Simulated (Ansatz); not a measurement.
## Molecular dynamics of Li2O

input.yaml

```yaml
accuracy: low
crystal:
  lattice:
    - [0.0, 4.6662, 4.6662]
    - [4.6662, 0.0, 4.6662]
    - [4.6662, 4.6662, 0.0]
  atoms:
    - { symbol: Li, position: [0.125, 0.125, 0.125] }
    - { symbol: Li, position: [0.375, 0.375, 0.375] }
    - { symbol: O, position: [0.0, 0.0, 0.0] }
    - { symbol: Li, position: [0.125, 0.125, 0.625] }
    - { symbol: Li, position: [0.375, 0.375, 0.875] }
    - { symbol: O, position: [0.0, 0.0, 0.5] }
    - { symbol: Li, position: [0.125, 0.625, 0.125] }
    - { symbol: Li, position: [0.375, 0.875, 0.375] }
    - { symbol: O, position: [0.0, 0.5, 0.0] }
    - { symbol: Li, position: [0.125, 0.625, 0.625] }
    - { symbol: Li, position: [0.375, 0.875, 0.875] }
    - { symbol: O, position: [0.0, 0.5, 0.5] }
    - { symbol: Li, position: [0.625, 0.125, 0.125] }
    - { symbol: Li, position: [0.875, 0.375, 0.375] }
    - { symbol: O, position: [0.5, 0.0, 0.0] }
    - { symbol: Li, position: [0.625, 0.125, 0.625] }
    - { symbol: Li, position: [0.875, 0.375, 0.875] }
    - { symbol: O, position: [0.5, 0.0, 0.5] }
    - { symbol: Li, position: [0.625, 0.625, 0.125] }
    - { symbol: Li, position: [0.875, 0.875, 0.375] }
    - { symbol: O, position: [0.5, 0.5, 0.0] }
    - { symbol: Li, position: [0.625, 0.625, 0.625] }
    - { symbol: Li, position: [0.875, 0.875, 0.875] }
    - { symbol: O, position: [0.5, 0.5, 0.5] }
basis:
  ecutwfc: 420.0
kpoints:
  mp_grid: { grid: [2, 2, 2] }
hamiltonian:
  xc: lda
scf:
  occupations: { method: fermi_dirac, width: 0.05 }
  lower_state_search: "off"
md:
  timestep: 1
  n_steps: 270
  ensemble: nvt_nose_hoover
  temperature: 1200.0
  initial_velocities: maxwell_boltzmann
  seed: 475431
  nose_hoover: { tau: 100.0, chain_length: 3 }
```

Launched with:

```bash
$ ansatz run input.yaml --threads 1 --pin off --max-ram 3072MiB --backend cpu --events-out ev --progress --plain --runs-dir out
```

It starts from a structure without forces on its atoms.

Output, in part (step lines):

```
md step     0: t =     0.00 fs  T =  1200.0 K  F+E_penalty+E_count = -7694.71653616 eV  E_kin = 3.567576 eV  conserved = -7691.14896019 eV  (7 SCF iters)
md step     1: t =     1.00 fs  T =  1193.3 K  F+E_penalty+E_count = -7694.69674853 eV  E_kin = 3.547778 eV  conserved = -7691.14897107 eV  (6 SCF iters)
md step     2: t =     2.00 fs  T =  1173.4 K  F+E_penalty+E_count = -7694.63753598 eV  E_kin = 3.488604 eV  conserved = -7691.14893830 eV  (6 SCF iters)
md step     3: t =     3.00 fs  T =  1140.6 K  F+E_penalty+E_count = -7694.53974767 eV  E_kin = 3.390920 eV  conserved = -7691.14885518 eV  (6 SCF iters)
md step     4: t =     4.00 fs  T =  1095.4 K  F+E_penalty+E_count = -7694.40512105 eV  E_kin = 3.256487 eV  conserved = -7691.14871530 eV  (6 SCF iters)
md step     5: t =     5.00 fs  T =  1038.7 K  F+E_penalty+E_count = -7694.23636128 eV  E_kin = 3.088039 eV  conserved = -7691.14851094 eV  (4 SCF iters)
md step     6: t =     6.00 fs  T =   971.9 K  F+E_penalty+E_count = -7694.03721976 eV  E_kin = 2.889354 eV  conserved = -7691.14823675 eV  (3 SCF iters)
md step     7: t =     7.00 fs  T =   896.5 K  F+E_penalty+E_count = -7693.81255488 eV  E_kin = 2.665310 eV  conserved = -7691.14789086 eV  (3 SCF iters)
[... lines left out ...]
md step   270: t =   270.00 fs  T =  1131.0 K  F+E_penalty+E_count = -7691.84165916 eV  E_kin = 3.362574 eV  conserved = -7691.14432933 eV  (6 SCF iters)
```

The steps, from the saved trajectory:

| time (fs) | T (K) | potential energy less start (eV) | conserved less start (meV/atom) |
| --- | --- | --- | --- |
| 0.0 | 1200 | 0.000 | 0.00 |
| 9.0 | 729 | 1.405 | 0.08 |
| 18.0 | 212 | 2.950 | 0.20 |
| 27.0 | 509 | 2.083 | 0.06 |
| 36.0 | 623 | 1.798 | 0.09 |
| 45.0 | 633 | 1.839 | 0.12 |
| 54.0 | 743 | 1.604 | 0.07 |
| 63.0 | 676 | 1.910 | 0.12 |
| 72.0 | 675 | 2.018 | 0.11 |
| 81.0 | 671 | 2.139 | 0.11 |
| 90.0 | 624 | 2.380 | 0.13 |
| 99.0 | 635 | 2.438 | 0.14 |
| 108.0 | 753 | 2.181 | 0.11 |
| 117.0 | 788 | 2.172 | 0.12 |
| 126.0 | 825 | 2.147 | 0.15 |
| 135.0 | 957 | 1.845 | 0.08 |
| 144.0 | 749 | 2.545 | 0.15 |
| 153.0 | 741 | 2.637 | 0.14 |
| 162.0 | 864 | 2.353 | 0.12 |
| 171.0 | 772 | 2.713 | 0.15 |
| 180.0 | 732 | 2.914 | 0.16 |
| 189.0 | 844 | 2.673 | 0.16 |
| 198.0 | 1037 | 2.213 | 0.10 |
| 207.0 | 941 | 2.622 | 0.18 |
| 216.0 | 978 | 2.621 | 0.12 |
| 225.0 | 895 | 2.987 | 0.19 |
| 234.0 | 1005 | 2.766 | 0.18 |
| 243.0 | 1176 | 2.394 | 0.11 |
| 252.0 | 902 | 3.328 | 0.23 |
| 261.0 | 992 | 3.165 | 0.18 |
| 270.0 | 1131 | 2.875 | 0.19 |

All steps were run. The conserved energy stayed within 0.26 meV per atom of its start (net change 0.19 meV per atom), so the integration is sound. The mean temperature of the second half is 24 % below the set value. A run of 0.27 ps of so small a system gives no equilibrium averages. Limits of this set-up: coarse k mesh, low accuracy level.

Mean squared displacements from the first frame to the last, about the centre of mass: Li 0.09 Å², O 0.04 Å².

Last frame:

```xyz
24
Lattice="0.0000 4.6662 4.6662 4.6662 0.0000 4.6662 4.6662 4.6662 0.0000" Properties=species:S:1:pos:R:3
Li 1.375 0.990 0.592
Li 3.493 3.475 3.561
O -0.159 -0.049 0.070
Li 3.301 3.571 1.223
Li 5.843 5.991 3.237
O 2.392 2.176 0.059
Li 3.478 1.157 3.401
Li 5.865 3.588 6.140
O 2.255 -0.035 2.375
Li 5.730 3.628 3.816
Li 8.244 5.864 5.732
O 4.713 2.243 2.376
Li 1.054 3.376 3.723
Li 3.857 5.993 5.833
O -0.098 2.295 2.259
Li 3.583 5.864 3.540
Li 5.739 8.146 6.009
O 2.518 5.053 2.325
Li 3.566 3.507 5.923
Li 5.920 5.989 7.742
O 2.155 2.286 4.668
Li 5.894 5.688 5.462
Li 8.185 8.039 8.081
O 4.685 4.606 4.812
```

Run time: 14 min on 1 thread of Arm Neoverse V1 (shared host), peak memory 0.49 GiB.
